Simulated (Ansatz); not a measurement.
## MgO: stationary points along a deformation path

These are results of DFT PBEsol, scalar-relativistic, plane waves, PAW in Ansatz 0.2.0, not measurements. Cutoff 420 eV, Γ-centred 9×9×6 k-points, Gaussian smearing of 0.05 eV. No spin polarisation. Energies are free energies at this smearing, counted from the undisturbed cell; pressure is positive in compression.

Zero of the scan (as given, not relaxed at this level; it stands at 1.1 GPa; this form isn't the usual structure):

```
Mg O
1.0
     3.48638    0.00000    0.00000
    -1.74319    3.01929    0.00000
     0.00000    0.00000    4.17804
Mg O
2 2
Cartesian
  1.7432 1.0064 3.1335
  0.0000 2.0129 1.0445
  1.7432 1.0064 1.0445
  0.0000 2.0129 3.1335
```

At fixed volume and fractional coordinates, lengths along (0.000, 0.000, 1.000) are scaled against those across it; ρ is that ratio over its starting value. V = 10.995 Å³/atom. Δσ is the stress along the axis less the mean stress across it (compression positive).

| ρ | ΔE (meV/atom) | Δσ (GPa) | space group |
| --- | --- | --- | --- |
| 0.800 | 304.4 | 71.63 | P6_3/mmc |
| 0.850 | 145.5 | 44.28 | P6_3/mmc |
| 0.920 | 34.4 | 18.76 | P6_3/mmc |
| 0.960 | 8.1 | 8.54 | P6_3/mmc |
| 1.000 | 0.0 | 0.38 | P6_3/mmc |
| 1.050 | 8.6 | -7.86 | P6_3/mmc |
| 1.100 | 32.8 | -14.76 | P6_3/mmc |
| 1.200 | 115.5 | -26.78 | P6_3/mmc |
| 1.300 | 234.8 | -38.60 | P6_3/mmc |

Q: How does the stress give the slope of the energy, and where is the energy stationary?

A: Along the path d ln(length) is 2/3 d ln ρ on the axis and −1/3 d ln ρ across it, so dE/d ln ρ = −(2/3) V Δσ: the energy falls with ρ where Δσ is positive. Δσ vanishes or changes sign between ρ = 1.000 and 1.050, a minimum (near 1.00 by linear interpolation). Pairs of stationary points between two samples would go unseen, and could change a minimum read from distant neighbours into a maximum.

Q: Integrate that slope from ρ = 1 to 0.850 by the trapezoid rule.

A: With V/N in Å³ and 1 eV/Å³ = 160.2 GPa the slopes at ρ = 1.000, 0.960, 0.920, 0.850 are -17, -391, -858, -2026 meV/atom per unit of ln ρ. The steps add 8.3 + 26.6 + 114.1 = 149.0 meV/atom, against 145.5 from the energies; the trapezoid rule misses the curvature of the slope within each step.